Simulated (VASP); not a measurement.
# BAs (F-43m) in VASP: notebook, part 2 of 2

VASP 6.6.1. Earlier steps stand in the parts before.

## 3. Elastic constants, PBE

This run uses another cell than the first one, of 13.97 Å³/atom, 1.136 times its volume.

POSCAR

```
BAs
1.0
    0.0000000000      2.4081703798      2.4081703798
    2.4081703798      0.0000000000      2.4081703798
    2.4081703798      2.4081703798      0.0000000000
  B               As
     1     1
Direct
     0.0000000000000000    0.0000000000000000    0.0000000000000000
     0.2500000000000000    0.2500000000000000    0.2500000000000000
```

INCAR.step1

```
SYSTEM = BAs
PREC     = Accurate       ! precision mode
ENCUT    = 600            ! plane-wave cutoff, eV
EDIFF    = 1E-8           ! SCF threshold, eV
ISMEAR   = 0              ! smearing method
SIGMA    = 0.03           ! smearing width, eV
LREAL    = .FALSE.        ! projectors in reciprocal space
LASPH    = .TRUE.         ! aspherical terms in the spheres
NELM     = 80             ! most SCF steps
ALGO     = Normal         ! electronic algorithm
ISIF     = 3              ! what is computed and relaxed
LWAVE    = .FALSE.        ! write WAVECAR
LCHARG   = .FALSE.        ! write CHGCAR
GGA      = PE             ! functional
IBRION   = 2              ! ionic algorithm
NSW      = 40             ! ionic steps
EDIFFG   = -0.002         ! ionic threshold
```

INCAR.step2

```
SYSTEM = BAs
PREC     = Accurate       ! precision mode
ENCUT    = 600            ! plane-wave cutoff, eV
EDIFF    = 1E-8           ! SCF threshold, eV
ISMEAR   = 0              ! smearing method
SIGMA    = 0.03           ! smearing width, eV
LREAL    = .FALSE.        ! projectors in reciprocal space
LASPH    = .TRUE.         ! aspherical terms in the spheres
NELM     = 80             ! most SCF steps
ALGO     = Normal         ! electronic algorithm
ISIF     = 3              ! what is computed and relaxed
LWAVE    = .FALSE.        ! write WAVECAR
LCHARG   = .FALSE.        ! write CHGCAR
GGA      = PE             ! functional
IBRION   = 6              ! ionic algorithm
NFREE    = 2            
POTIM    = 0.015          ! step
NSW      = 1              ! ionic steps
```

KPOINTS

```
regular mesh
0
G
  10 10 10
  0 0 0
```

Potentials or basis: VASP PAW PBE potentials, release 64 (B, As).

The run is started by

```
$ cat potpaw_PBE.64/B/POTCAR potpaw_PBE.64/As/POTCAR > POTCAR
$ cp INCAR.step1 INCAR
$ mpirun -np 1 vasp_std > vasp.out
$ cp CONTCAR POSCAR
$ cp INCAR.step2 INCAR
$ mpirun -np 1 vasp_std > vasp.out
```

OUTCAR:

```text
SYSTEM = BAs
   PREC = Accurate
   ENCUT = 600
   EDIFF = 1E-8
   ISMEAR = 0
   LREAL = .FALSE.
   LASPH = .TRUE.
   NELM = 80
   ISIF = 3
   GGA = PE
   IBRION = 6
   NFREE = 2
   POTIM = 0.015
   NSW = 1

 ion  position               nearest neighbor table
   1  0.000  0.000  0.000-   2 2.09   2 2.09   2 2.09   2 2.09
   2  0.250  0.250  0.250-   1 2.09   1 2.09   1 2.09   1 2.09

  LATTYP: Found a face centered cubic cell.
 ALAT       =     4.8163407596

  Lattice vectors:

 A1 = (   0.0000000000,   2.4081703798,   2.4081703798)
 A2 = (   2.4081703798,   0.0000000000,   2.4081703798)
 A3 = (   2.4081703798,   2.4081703798,   0.0000000000)

Analysis of symmetry for initial positions (statically):
=====================================================================
 Subroutine PRICEL returns:
 Original cell was already a primitive cell.

 Routine SETGRP: Setting up the symmetry group for a
 face centered cubic supercell.

 Subroutine GETGRP returns: Found 24 space group operations
 (whereof 24 operations were pure point group operations)
 out of a pool of 48 trial point group operations.

The static configuration has the point symmetry T_d .

Analysis of symmetry for dynamics (positions and initial velocities):
=====================================================================
 Subroutine PRICEL returns:
 Original cell was already a primitive cell.

 Routine SETGRP: Setting up the symmetry group for a
 face centered cubic supercell.

 Subroutine GETGRP returns: Found 24 space group operations
 (whereof 24 operations were pure point group operations)
 out of a pool of 48 trial point group operations.

The dynamic configuration has the point symmetry T_d .

 Subroutine INISYM returns: Found 24 space group operations
 (whereof 24 operations are pure point group operations),
 and found     1 'primitive' translations

----------------------------------------------------------------------------------------

                                     Primitive cell

  volume of cell :      27.9313

  direct lattice vectors                    reciprocal lattice vectors
     0.000000000  2.408170380  2.408170380    -0.207626505  0.207626505  0.207626505
     2.408170380  0.000000000  2.408170380     0.207626505 -0.207626505  0.207626505
     2.408170380  2.408170380  0.000000000     0.207626505  0.207626505 -0.207626505

  length of vectors
     3.405667212  3.405667212  3.405667212     0.359619656  0.359619656  0.359619656

  position of ions in fractional coordinates (direct lattice)
     0.000000000  0.000000000  0.000000000
     0.250000000  0.250000000  0.250000000

[... 235 lines left out ...]

 number of electron       8.0000000 magnetization

------------------------ aborting loop because EDIFF is reached ----------------------------------------
[... 67 lines left out ...]
--------------------------------------- Ionic step       17  -------------------------------------------

 number of electron       8.0000000 magnetization

 Free energy of the ion-electron system (eV)
  ---------------------------------------------------
  ext. energy  EPLUGINS =         0.00000000
  ---------------------------------------------------
  free energy    TOTEN  =       -11.41272927 eV

  energy without entropy =      -11.41272927  energy(sigma->0) =      -11.41272927

 E-fermi :   6.0795     XC(G=0): -10.4779

 val. band max:        5.9610396228   @ k =   0.0000   0.0000   0.0000
 cond. band min:       7.0557372160   @ k =   0.0000   0.4000   0.4000
 fundamental gap:      1.0946975932
 Fermi energy:         6.0795236972

 k-point     1 :       0.0000    0.0000    0.0000
  band No.  band energies     occupation
      1      -9.3219      2.00000
      2       5.7528      2.00000
      3       5.8580      2.00000
      4       5.9610      2.00000
      5       9.0223      0.00000
      6       9.1018      0.00000
      7       9.1842      0.00000
      8      10.2332      0.00000
[... 243 lines left out ...]
 k-point    24 :       0.4000    0.3000    0.0000
  band No.  band energies     occupation
      1      -6.7429      2.00000
      2      -0.5591      2.00000
      3       2.0098      2.00000
      4       2.4583      2.00000
      5       7.5605      0.00000
      6       9.2404      0.00000
      7      14.5305      0.00000
      8      14.7893      0.00000

 [... further k-points ...]
[... 5 lines left out ...]
  --------------------------------------------------------------------------------------
  -------------------------------------------------------------------------------------
  Total        0.0011119      0.0042905      0.0042905      0.0000000      0.0995619      0.0000000
  in kB        0.0637791      0.2461069      0.2461069      0.0000000      5.7109998      0.0000000
  external PRESSURE =       0.1853310 kB  Pullay stress =       0.0000000 kB
[... 17 lines left out ...]
  FREE ENERGIE OF THE ION-ELECTRON SYSTEM (eV)
  ---------------------------------------------------
  free  energy   TOTEN  =       -11.4127292723 eV

  energy  without entropy=      -11.4127292722  energy(sigma->0) =      -11.41272927

 INTERNAL STRAIN TENSORS FROM STRAINED CELLS
 ============================================

 INTERNAL STRAIN TENSOR FOR ION    1 for displacements in x,y,z  (eV/Angst):
          X           Y           Z          XY          YZ          ZX
  --------------------------------------------------------------------------------
  x     0.00000     0.00000    -0.00000     0.00000     6.63264     0.00000
  y     0.00000     0.00000    -0.00000     0.00000     0.00000     6.63261
  z     0.00000     0.00000     0.00000     6.63254    -0.00000     0.00000

 INTERNAL STRAIN TENSORS FROM DISPLACED ATOMS
 ============================================

 INTERNAL STRAIN TENSOR FOR ION    1 for displacements in x,y,z  (eV/Angst):
          X           Y           Z          XY          YZ          ZX
  --------------------------------------------------------------------------------
  x     0.00000    -0.00000    -0.00000     0.00000     6.63754     0.00000
  y    -0.00000    -0.00000    -0.00000     0.00000     0.00000     6.63754
  z    -0.00000    -0.00000     0.00000     6.63754     0.00000     0.00000

 INTERNAL STRAIN TENSOR FOR ION    2 for displacements in x,y,z  (eV/Angst):
          X           Y           Z          XY          YZ          ZX
  --------------------------------------------------------------------------------
  x    -0.00000     0.00000     0.00000     0.00000    -6.63339     0.00000
  y    -0.00000    -0.00000    -0.00000     0.00000     0.00000    -6.63339
  z     0.00000     0.00000    -0.00000    -6.63339     0.00000     0.00000

 Eigenvectors and eigenvalues of the dynamical matrix
 ----------------------------------------------------

   1 f  =   20.354455 THz   127.890813 2PiTHz  678.951536 cm-1    84.179224 meV
             X         Y         Z           dx          dy          dz
      0.000000  0.000000  0.000000     0.000000    0.934828    0.000000
      1.204085  1.204085  1.204085     0.000000   -0.355100    0.000000
[... 21 lines left out ...]
   6 f/i=    0.000145 THz     0.000908 2PiTHz    0.004822 cm-1     0.000598 meV
             X         Y         Z           dx          dy          dz
      0.000000  0.000000  0.000000     0.000000    0.000000   -0.355100
      1.204085  1.204085  1.204085     0.000000    0.000000   -0.934828

--------------------------------------------------------------------------------------------------------

 ELASTIC MODULI CONTR FROM IONIC RELAXATION (kBar)
 Direction    XX          YY          ZZ          XY          YZ          ZX
 --------------------------------------------------------------------------------
 XX          -0.0000      0.0000      0.0000      0.0000     -0.0000      0.0000
 YY           0.0000     -0.0000     -0.0000      0.0000      0.0000      0.0000
 ZZ           0.0000     -0.0000     -0.0000     -0.0000      0.0000      0.0000
 XY           0.0000      0.0000     -0.0000   -157.6971      0.0000      0.0000
 YZ          -0.0000      0.0000      0.0000      0.0000   -157.6971      0.0000
 ZX           0.0000      0.0000      0.0000      0.0000      0.0000   -157.6971
 --------------------------------------------------------------------------------

 TOTAL ELASTIC MODULI (kBar)
 Direction    XX          YY          ZZ          XY          YZ          ZX
 --------------------------------------------------------------------------------
 XX        2664.2409    647.9531    647.9531      0.0000     -0.0000      0.0000
 YY         647.9531   2664.2409    647.9531      0.0000      0.0000      0.0000
 ZZ         647.9531    647.9531   2664.2409     -0.0000      0.0000      0.0000
 XY           0.0000      0.0000     -0.0000   1441.5890      0.0000      0.0000
 YZ          -0.0000      0.0000      0.0000      0.0000   1441.5890      0.0000
 ZX           0.0000      0.0000      0.0000      0.0000      0.0000   1441.5890
 --------------------------------------------------------------------------------
```

It took 7.2 min on 1 thread of Intel Xeon Platinum 8259CL at 2.50GHz (Skylake/Cascade Lake), shared host; peak memory 0.29 GiB.

What came out:

- Elastic constants C11, C12, C44: 266, 65, 144 GPa
- Voigt bulk modulus: 132 GPa
- Highest phonon frequency at Γ, LO-TO splitting left out: 679 cm⁻¹

Phonon frequencies in cm⁻¹ (negative: imaginary):
```csv
q point,frequencies
"(0.000, 0.000, 0.000)",0 0 0 679 679 679
```

Elastic tensor in Voigt notation (GPa, in the Cartesian axes of the cell as first typed):
```
266  65  65   0   0   0
 65 266  65   0   0   0
 65  65 266   0   0   0
  0   0   0 144   0   0
  0   0   0   0 144   0
  0   0   0   0   0 144
```

Clamped-ion elastic tensor (GPa):
```
266  65  65   0   0   0
 65 266  65   0   0   0
 65  65 266   0   0   0
  0   0   0 160   0   0
  0   0   0   0 160   0
  0   0   0   0   0 160
```

## 4. Phonons, r2SCAN

This run uses another cell than the first one, of 13.71 Å³/atom, 1.115 times its volume.

POSCAR

```
BAs
1.0
    0.0000000000      2.3931785067      2.3931785067
    2.3931785067      0.0000000000      2.3931785067
    2.3931785067      2.3931785067      0.0000000000
  B               As
     1     1
Direct
     0.0000000000000000    0.0000000000000000    0.0000000000000000
     0.2500000000000000    0.2500000000000000    0.2500000000000000
```

INCAR.step1

```
SYSTEM = BAs
  PREC = Accurate
  ENCUT = 600
  EDIFF = 1E-8
  ISMEAR = 0
  SIGMA = 0.03
  LREAL = .False.
  LASPH = .True.
  NELM = 80
  ALGO = Normal
  ISIF = 3
  LWAVE = .False.
  LCHARG = .False.
  METAGGA = R2SCAN
  LMIXTAU = .True.
  IBRION = 2
  NSW = 40
  EDIFFG = -0.002
```

INCAR.step2

```
SYSTEM = BAs
  PREC = Accurate
  ENCUT = 600
  EDIFF = 1E-8
  ISMEAR = 0
  SIGMA = 0.03
  LREAL = .False.
  LASPH = .True.
  NELM = 80
  ALGO = Normal
  ISIF = 2
  LWAVE = .False.
  LCHARG = .False.
  METAGGA = R2SCAN
  LMIXTAU = .True.
  IBRION = 6
  NFREE = 2
  POTIM = 0.015
  NSW = 1
```

KPOINTS

```
Automatic mesh
0
Gamma
  10 10 10
  0 0 0
```

Potentials or basis: VASP PAW PBE potentials, release 64 (B, As).

The run is started by

```
$ cat potpaw_PBE.64/B/POTCAR potpaw_PBE.64/As/POTCAR > POTCAR
$ cp INCAR.step1 INCAR
$ mpirun -np 1 vasp_std > vasp.out
$ cp CONTCAR POSCAR
$ cp INCAR.step2 INCAR
$ mpirun -np 1 vasp_std > vasp.out
```

OUTCAR:

```text
SYSTEM = BAs
   PREC = Accurate
   ENCUT = 600
   EDIFF = 1E-8
   ISMEAR = 0
   LREAL = .False.
   LASPH = .True.
   NELM = 80
   ISIF = 2
   METAGGA = R2SCAN
   IBRION = 6
   NFREE = 2
   POTIM = 0.015
   NSW = 1

 ion  position               nearest neighbor table
   1  0.000  0.000  0.000-   2 2.07   2 2.07   2 2.07   2 2.07
   2  0.250  0.250  0.250-   1 2.07   1 2.07   1 2.07   1 2.07

  LATTYP: Found a face centered cubic cell.
 ALAT       =     4.7863570134

  Lattice vectors:

 A1 = (   0.0000000000,   2.3931785067,   2.3931785067)
 A2 = (   2.3931785067,   0.0000000000,   2.3931785067)
 A3 = (   2.3931785067,   2.3931785067,   0.0000000000)

Analysis of symmetry for initial positions (statically):
=====================================================================
 Subroutine PRICEL returns:
 Original cell was already a primitive cell.

 Routine SETGRP: Setting up the symmetry group for a
 face centered cubic supercell.

 Subroutine GETGRP returns: Found 24 space group operations
 (whereof 24 operations were pure point group operations)
 out of a pool of 48 trial point group operations.

The static configuration has the point symmetry T_d .

Analysis of symmetry for dynamics (positions and initial velocities):
=====================================================================
 Subroutine PRICEL returns:
 Original cell was already a primitive cell.

 Routine SETGRP: Setting up the symmetry group for a
 face centered cubic supercell.

 Subroutine GETGRP returns: Found 24 space group operations
 (whereof 24 operations were pure point group operations)
 out of a pool of 48 trial point group operations.
[... 302 lines left out ...]
  free energy    TOTEN  =       -22.25564069 eV

  energy without entropy =      -22.25564069  energy(sigma->0) =      -22.25564069

 E-fermi :   6.2583     XC(G=0): -11.1067

 val. band max:        6.0696190928   @ k =   0.0000   0.0000   0.0000
 cond. band min:       7.3322745986   @ k =   0.0000   0.4000   0.4000
 fundamental gap:      1.2626555057
 Fermi energy:         6.2582968582

 k-point     1 :       0.0000    0.0000    0.0000
  band No.  band energies     occupation
      1     -10.1447      2.00000
      2       5.8456      2.00000
      3       5.9588      2.00000
      4       6.0696      2.00000
      5       9.3112      0.00000
      6       9.3953      0.00000
      7       9.4825      0.00000
      8      11.0317      0.00000
[... 243 lines left out ...]
 k-point    24 :       0.4000    0.3000    0.0000
  band No.  band energies     occupation
      1      -7.3711      2.00000
      2      -0.8816      2.00000
      3       1.8285      2.00000
      4       2.2937      2.00000
      5       7.8615      0.00000
      6       9.6629      0.00000
      7      15.3418      0.00000
      8      15.5908      0.00000

 [... further k-points ...]
[... 5 lines left out ...]
  --------------------------------------------------------------------------------------
  -------------------------------------------------------------------------------------
  Total        0.0026032      0.0059471      0.0059471      0.0000000      0.1004906      0.0000000
  in kB        0.1521466      0.3475850      0.3475850      0.0000000      5.8732810      0.0000000
  external PRESSURE =       0.2824389 kB  Pullay stress =       0.0000000 kB
[... 17 lines left out ...]
  FREE ENERGIE OF THE ION-ELECTRON SYSTEM (eV)
  ---------------------------------------------------
  free  energy   TOTEN  =       -22.2556406917 eV

  energy  without entropy=      -22.2556406917  energy(sigma->0) =      -22.25564069

 INTERNAL STRAIN TENSORS FROM DISPLACED ATOMS
 ============================================

 INTERNAL STRAIN TENSOR FOR ION    1 for displacements in x,y,z  (eV/Angst):
          X           Y           Z          XY          YZ          ZX
  --------------------------------------------------------------------------------
  x     0.00000    -0.00000    -0.00000     0.00000     6.69418     0.00000
  y    -0.00000     0.00000    -0.00000     0.00000     0.00000     6.69418
  z    -0.00000    -0.00000     0.00000     6.69418     0.00000     0.00000

 INTERNAL STRAIN TENSOR FOR ION    2 for displacements in x,y,z  (eV/Angst):
          X           Y           Z          XY          YZ          ZX
  --------------------------------------------------------------------------------
  x    -0.00000    -0.00000    -0.00000     0.00000    -6.69917     0.00000
  y    -0.00000     0.00000    -0.00000     0.00000     0.00000    -6.69917
  z    -0.00000    -0.00000    -0.00000    -6.69917     0.00000     0.00000

 Eigenvectors and eigenvalues of the dynamical matrix
 ----------------------------------------------------

   1 f  =   20.972813 THz   131.776074 2PiTHz  699.577756 cm-1    86.736548 meV
             X         Y         Z           dx          dy          dz
      0.000000  0.000000  0.000000     0.874058   -0.331580    0.000000
      1.196589  1.196589  1.196589    -0.331989    0.125942    0.000000
[... 21 lines left out ...]
   6 f/i=    0.000716 THz     0.004502 2PiTHz    0.023899 cm-1     0.002963 meV
             X         Y         Z           dx          dy          dz
      0.000000  0.000000  0.000000    -0.015796    0.250578    0.251076
      1.196589  1.196589  1.196589    -0.041588    0.659721    0.661030

 ELASTIC MODULI CONTR FROM IONIC RELAXATION (kBar)
 Direction    XX          YY          ZZ          XY          YZ          ZX
 --------------------------------------------------------------------------------
 XX          -0.0000     -0.0000     -0.0000      0.0000     -0.0000      0.0000
 YY          -0.0000     -0.0000      0.0000      0.0000     -0.0000     -0.0000
 ZZ          -0.0000      0.0000     -0.0000     -0.0000     -0.0000      0.0000
 XY           0.0000      0.0000     -0.0000   -154.1587      0.0000      0.0000
 YZ          -0.0000     -0.0000     -0.0000      0.0000   -154.1587      0.0000
 ZX           0.0000     -0.0000      0.0000      0.0000      0.0000   -154.1587
 --------------------------------------------------------------------------------
```

OUTCAR.step1:

```text
SYSTEM = BAs
   PREC = Accurate
   ENCUT = 600
   EDIFF = 1E-8
   ISMEAR = 0
   LREAL = .False.
   LASPH = .True.
[... 490 lines left out ...]
      0.00000      0.00000      0.00000        -0.000000     -0.000000     -0.000000
      1.19659      1.19659      1.19659         0.000000      0.000000      0.000000
 -----------------------------------------------------------------------------------
    total drift:                               -0.000000     -0.000000     -0.000000

  FREE ENERGIE OF THE ION-ELECTRON SYSTEM (eV)
  ---------------------------------------------------
  free  energy   TOTEN  =       -22.2575533501 eV

  energy  without entropy=      -22.2575533501  energy(sigma->0) =      -22.25755335

 reached required accuracy - stopping structural energy minimisation
```

OSZICAR.step1:

```text
N       E                     dE             d eps       ncg     rms          rms(c)
DAV:   1     0.700860567338E+01    0.70086E+01   -0.44471E+03   752   0.102E+03
DAV:   2    -0.234469121672E+02   -0.30456E+02   -0.29483E+02  1168   0.120E+02
DAV:   3    -0.238471175576E+02   -0.40021E+00   -0.40021E+00   840   0.192E+01
DAV:   4    -0.238476787568E+02   -0.56120E-03   -0.56120E-03  1128   0.804E-01
[... 17 lines left out ...]
DAV:  22    -0.222575534186E+02   -0.24742E-06   -0.16411E-08   752   0.168E-03    0.864E-04
DAV:  23    -0.222575533304E+02    0.88201E-07   -0.76998E-09   384   0.867E-04    0.204E-05
DAV:  24    -0.222575533569E+02   -0.26449E-07   -0.31928E-10   376   0.208E-04    0.163E-05
DAV:  25    -0.222575533424E+02    0.14423E-07   -0.67763E-11   376   0.962E-05    0.160E-05
DAV:  26    -0.222575533501E+02   -0.76910E-08   -0.73615E-12   376   0.298E-05
   1 F= -.22257553E+02 E0= -.22257553E+02  d E =-.222576E+02
```

Wall time 7.1 min (1 thread of Intel Xeon Platinum 8559C (Emerald Rapids), shared host); peak memory 0.24 GiB.

Results:

```yaml
Highest_phonon_frequency_at_Γ_LO-TO_splitting_left_out: 700 cm⁻¹
```

Phonon frequencies in cm⁻¹ (negative: imaginary):
| q point | frequencies |
| --- | --- |
| (0.000, 0.000, 0.000) | 0 0 0 700 700 700 |

Caveat: the PAW data sets were made with another functional, which shifts forces and pressure a little.
